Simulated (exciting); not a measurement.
# Ge (P-1) in exciting: further runs

Aim: see how the results for Ge move with the level of theory and the settings. Levels: LDA-GL+TS, BLYP. Tasks: density of states, real-space fields.

Everything below comes from runs of exciting (release sodium). Logs are shortened: lines on timing, memory, paths and dates and some standing lists are left out, and cuts for length are marked.

## (1) The structure

The typed cell holds 1 atom: a = 2.914 Å, b = 2.962 Å, c = 2.963 Å, α = 91.26°, β = 118.78°, γ = 119.04°.

This isn't the form of Ge at room conditions, which is diamond.

## (2) Density of states, LDA-GL+TS

The input, run_exciting.py:

```python
import subprocess
import xml.etree.ElementTree as ET
from ase.io import read
from ase.units import Bohr

atoms = read("Ge.cif")
import spglib
from ase import Atoms
cell, positions, numbers = spglib.find_primitive((atoms.cell[:], atoms.get_scaled_positions(), atoms.numbers), symprec=1e-5)
atoms = Atoms(numbers, cell=cell, scaled_positions=positions, pbc=True)
rmt = {'Ge': 2.0}  # bohr
tasks = """
<groundstate do="fromscratch" ngridk="13 11 11" rgkmax="8" gmaxvr="14" lmaxapw="10" lmaxmat="10" lmaxvr="8" stype="Fermi Dirac" swidth="0.00183747" nempty="8" ValenceRelativity="iora*" epsengy="1e-05" epspot="1e-06" maxscl="60" outputlevel="normal" lmaxinr="1">
  <libxc exchange="XC_LDA_X" correlation="XC_LDA_C_GL"/>
</groundstate>
<properties>
  <dos nwdos="400" winddos="-0.8 0.6" inttype="tetra" ngrdos="100" nsmdos="2" lmirep="true"/>
  <TSvdW/>
</properties>
"""

root = ET.Element("input")
ET.SubElement(root, "title").text = "Ge"
structure = ET.SubElement(root, "structure", speciespath="./", tshift="false")
crystal = ET.SubElement(structure, "crystal", scale="1.0")
for vector in atoms.cell / Bohr:
    ET.SubElement(crystal, "basevect").text = " ".join(f"{x:.12f}" for x in vector)
symbols = atoms.get_chemical_symbols()
for element in dict.fromkeys(symbols):
    species = ET.SubElement(structure, "species", speciesfile=element + ".xml", rmt=str(rmt[element]))
    for symbol, position in zip(symbols, atoms.get_scaled_positions(wrap=False)):
        if symbol == element:
            ET.SubElement(species, "atom", coord=" ".join(f"{x:.12f}" for x in position))
root.extend(ET.fromstring("<tasks>" + tasks + "</tasks>"))
ET.indent(root)
ET.ElementTree(root).write("input.xml")
subprocess.run(["exciting_smp"], check=True)
```

The input, Ge.cif:

```cif
data_Ge
_cell_length_a 2.91383574
_cell_length_b 2.96200640
_cell_length_c 2.96273005
_cell_angle_alpha 91.25783426
_cell_angle_beta 118.78067814
_cell_angle_gamma 119.03583645
_space_group_name_H-M_alt 'P-1'
_space_group_name_Hall '-P 1'
_space_group_IT_number 2
loop_
_space_group_symop_operation_xyz
'x,y,z'
'-x,-y,-z'
loop_
_atom_site_label
_atom_site_type_symbol
_atom_site_symmetry_multiplicity
_atom_site_Wyckoff_symbol
_atom_site_fract_x
_atom_site_fract_y
_atom_site_fract_z
_atom_site_occupancy
Ge1 Ge 1 a 0.0000000000 0.0000000000 0.0000000000 1
```

Potentials or basis: all-electron LAPW+lo, shipped species files, valence relativity iora*.

Launch:

```sh
$ OMP_NUM_THREADS=1 python run_exciting.py
```

Standard output:

```text
================================================================================
EXCITING SODIUM started
[... 10 lines left out ...]

 Lattice vectors (cartesian) :
      5.5063515243      0.0000000000      0.0000000000
     -2.7167255763      4.8938813683      0.0000000000
     -2.6955629236     -1.6369482860      4.6260484486

 Reciprocal lattice vectors (cartesian) :
      1.1410795841      0.6334440616      0.8890453778
     -0.0000000000      1.2838859045      0.4543088673
      0.0000000000     -0.0000000000      1.3582186562

 Unit cell volume                           :     124.6601219809
 Brillouin zone volume                      :       1.9898120546

 Species :    1 (Ge)
     parameters loaded from                 :    Ge.xml
     name                                   :    germanium
     nuclear charge                         :     -32.00000000
     electronic charge                      :      32.00000000
     atomic mass                            :  132359.93290000
     muffin-tin radius                      :       2.00000000
     # of radial points in muffin-tin       :     350

     atomic positions (lattice) :
       1 :   0.00000000  0.00000000  0.00000000

 Total number of atoms per unit cell        :       1

 Spin treatment                             :    spin-unpolarised

 Number of Bravais lattice symmetries       :       2
 Number of crystal symmetries               :       2

 k-point grid                               :      13   11   11
 Total number of k-points                   :     787
 k-point set is reduced with crystal symmetries

 R^MT_min * |G+k|_max (rgkmax)              :       8.00000000
 Species with R^MT_min                      :       1 (Ge)
 Maximum |G+k| for APW functions            :       4.00000000
 Maximum |G| for potential and density      :      14.00000000

 G-vector grid sizes                        :      25    25    25
 Total number of G-vectors                  :    5807

 Maximum angular momentum used for
     APW functions                          :      10
     computing H and O matrix elements      :      10
     potential and density                  :       8
     inner part of muffin-tin               :       1

 Total nuclear charge                       :     -32.00000000
 Total electronic charge                    :      32.00000000
 Total core charge                          :      18.00000000
 Total valence charge                       :      14.00000000

 Number of empty states                     :       8
 Total number of valence states             :      16

 Maximum Hamiltonian size                   :     158
 Maximum number of plane-waves              :     144
 Total number of local-orbitals             :      14

 Exchange-correlation type                  :     100
     libxc; exchange: Slater exchange; correlation: Gunnarson & Lundqvist (see libxc for references)

 Smearing scheme                            :    Fermi-Dirac
[... 19 lines left out ...]
+ SCF iteration number :    1                                                  +
++++++++++++++++++++++++++++++++++++++++++++++++++++++++++++++++++++++++++++++++
 Total energy                               :     -2095.66656707
 _______________________________________________________________
 Fermi energy                               :         0.27614893
 Kinetic energy                             :      2140.59158624
 Coulomb energy                             :     -4158.83352608
 Exchange energy                            :       -73.89650254
 Correlation energy                         :        -3.52812469

 DOS at Fermi energy (states/Ha/cell)       :        13.46350087

 Electron charges :
     core                                   :        18.00000000
     core leakage                           :         0.00327291
     valence                                :        14.00000000
     interstitial                           :         2.52881198
     charge in muffin-tin spheres :
                  atom     1    Ge          :        29.47118802
     total charge in muffin-tins            :        29.47118802
     total charge                           :        32.00000000

++++++++++++++++++++++++++++++++++++++++++++++++++++++++++++++++++++++++++++++++
+ SCF iteration number :    2                                                  +
++++++++++++++++++++++++++++++++++++++++++++++++++++++++++++++++++++++++++++++++
 Total energy                               :     -2096.22326661
 _______________________________________________________________
 Fermi energy                               :         0.27353081
 Kinetic energy                             :      2140.27866282
 Coulomb energy                             :     -4159.06180624
 Exchange energy                            :       -73.91156808
 Correlation energy                         :        -3.52855511

 DOS at Fermi energy (states/Ha/cell)       :        13.39980541

 Electron charges :
     core                                   :        18.00000000
     core leakage                           :         0.00325548
     valence                                :        14.00000000
     interstitial                           :         2.52327295
     charge in muffin-tin spheres :
                  atom     1    Ge          :        29.47672705
     total charge in muffin-tins            :        29.47672705
     total charge                           :        32.00000000

 RMS change in effective potential (target) :  0.240412E-01  ( 0.100000E-05)
 Absolute change in total energy   (target) :  0.556700      ( 0.100000E-04)
 Charge distance                   (target) :  0.468932E-03  ( 0.100000E-04)

++++++++++++++++++++++++++++++++++++++++++++++++++++++++++++++++++++++++++++++++
+ SCF iteration number :    3                                                  +
++++++++++++++++++++++++++++++++++++++++++++++++++++++++++++++++++++++++++++++++
 Total energy                               :     -2096.50097003
 _______________________________________________________________
 Fermi energy                               :         0.27150381
 Kinetic energy                             :      2140.09004741
 Coulomb energy                             :     -4159.14449050
 Exchange energy                            :       -73.91777350
 Correlation energy                         :        -3.52875343

 DOS at Fermi energy (states/Ha/cell)       :        13.34896927

 Electron charges :
     core                                   :        18.00000000
     core leakage                           :         0.00324709
     valence                                :        14.00000000
     interstitial                           :         2.51984528
     charge in muffin-tin spheres :
                  atom     1    Ge          :        29.48015472
     total charge in muffin-tins            :        29.48015472
     total charge                           :        32.00000000
[... 140 lines left out ...]
++++++++++++++++++++++++++++++++++++++++++++++++++++++++++++++++++++++++++++++++
+ SCF iteration number :    9                                                  +
++++++++++++++++++++++++++++++++++++++++++++++++++++++++++++++++++++++++++++++++
 Total energy                               :     -2096.82790229
 _______________________________________________________________
 Fermi energy                               :         0.26644410
 Kinetic energy                             :      2139.77212796
 Coulomb energy                             :     -4159.15041371
 Exchange energy                            :       -73.92070161
 Correlation energy                         :        -3.52891493

 DOS at Fermi energy (states/Ha/cell)       :        13.24504785

 Electron charges :
     core                                   :        18.00000000
     core leakage                           :         0.00323913
     valence                                :        14.00000000
     interstitial                           :         2.51436767
     charge in muffin-tin spheres :
                  atom     1    Ge          :        29.48563233
     total charge in muffin-tins            :        29.48563233
     total charge                           :        32.00000000

 RMS change in effective potential (target) :  0.154156E-08  ( 0.100000E-05)
 Absolute change in total energy   (target) :  0.215506E-06  ( 0.100000E-04)
 Charge distance                   (target) :  0.485399E-08  ( 0.100000E-04)

++++++++++++++++++++++++++++++++++++++++++++++++++++++++++++++++++++++++++++++++
+ SCF iteration number :   10                                                  +
++++++++++++++++++++++++++++++++++++++++++++++++++++++++++++++++++++++++++++++++
 Total energy                               :     -2096.82790194
 _______________________________________________________________
 Fermi energy                               :         0.26644410
 Kinetic energy                             :      2139.77212805
 Coulomb energy                             :     -4159.15041346
 Exchange energy                            :       -73.92070160
 Correlation energy                         :        -3.52891493

 DOS at Fermi energy (states/Ha/cell)       :        13.24504797

 Electron charges :
     core                                   :        18.00000000
     core leakage                           :         0.00323913
     valence                                :        14.00000000
     interstitial                           :         2.51436767
     charge in muffin-tin spheres :
                  atom     1    Ge          :        29.48563233
     total charge in muffin-tins            :        29.48563233
     total charge                           :        32.00000000

 RMS change in effective potential (target) :  0.334553E-08  ( 0.100000E-05)
 Absolute change in total energy   (target) :  0.352582E-06  ( 0.100000E-04)
 Charge distance                   (target) :  0.938159E-09  ( 0.100000E-04)

++++++++++++++++++++++++++++++++++++++++++++++++++++++++++++++++++++++++++++++++
| Convergency criteria checked for the last 2 iterations                       +
| Convergence targets achieved. Performing final SCF iteration                 +
++++++++++++++++++++++++++++++++++++++++++++++++++++++++++++++++++++++++++++++++
 Total energy                               :     -2096.82790199
 _______________________________________________________________
 Fermi energy                               :         0.26644410
 Kinetic energy                             :      2139.77212799
 Coulomb energy                             :     -4159.15041346
 Exchange energy                            :       -73.92070159
 Correlation energy                         :        -3.52891493

 DOS at Fermi energy (states/Ha/cell)       :        13.24504761

 Electron charges :
     core                                   :        18.00000000
     core leakage                           :         0.00323913
     valence                                :        14.00000000
     interstitial                           :         2.51436767
     charge in muffin-tin spheres :
                  atom     1    Ge          :        29.48563233
     total charge in muffin-tins            :        29.48563233
     total charge                           :        32.00000000

++++++++++++++++++++++++++++++++++++++++++++++++++++++++++++++++++++++++++++++++
[... 12 lines left out ...]
| EXCITING SODIUM stopped                                                      =
================================================================================
```

It took 5.2 min on 1 thread of Arm Neoverse N1, shared host; peak memory 0.13 GiB.

Results:

| Property | Result |
| --- | --- |
| Band gap on the k mesh | none (metal or under the smearing width) |
| All electrons inside the program's atomic spheres | Ge 29.49 (radii Ge 2.0 bohr) |
| Dispersion energy per atom | -0.335 eV |

States per cell in windows of 1 eV (zero at the Fermi level; states under -8 eV left out):
```
from (eV)  total  Ge1 p  Ge1 s  Ge1 d
     -8.0   0.35   0.02   0.15   0.00
     -7.0   0.33   0.01   0.15   0.00
     -6.0   0.21   0.02   0.09   0.00
     -5.0   0.21   0.05   0.01   0.00
     -4.0   0.43   0.11   0.03   0.00
     -3.0   0.46   0.11   0.05   0.01
     -2.0   0.41   0.10   0.04   0.01
     -1.0   0.46   0.12   0.04   0.01
      0.0   0.44   0.12   0.03   0.01
      1.0   0.50   0.15   0.03   0.01
      2.0   0.64   0.21   0.03   0.01
      3.0   0.57   0.20   0.02   0.01
      4.0   0.56   0.21   0.02   0.01
      5.0   0.46   0.19   0.01   0.01
      6.0   0.46   0.20   0.01   0.01
      7.0   0.40   0.13   0.01   0.02
```

Caveat: the dispersion energy is computed afterwards and isn't part of the total energy; the tetrahedron DOS on this energy grid can lose part of the weight of narrow d or f bands.

[end of part 1 of 2]
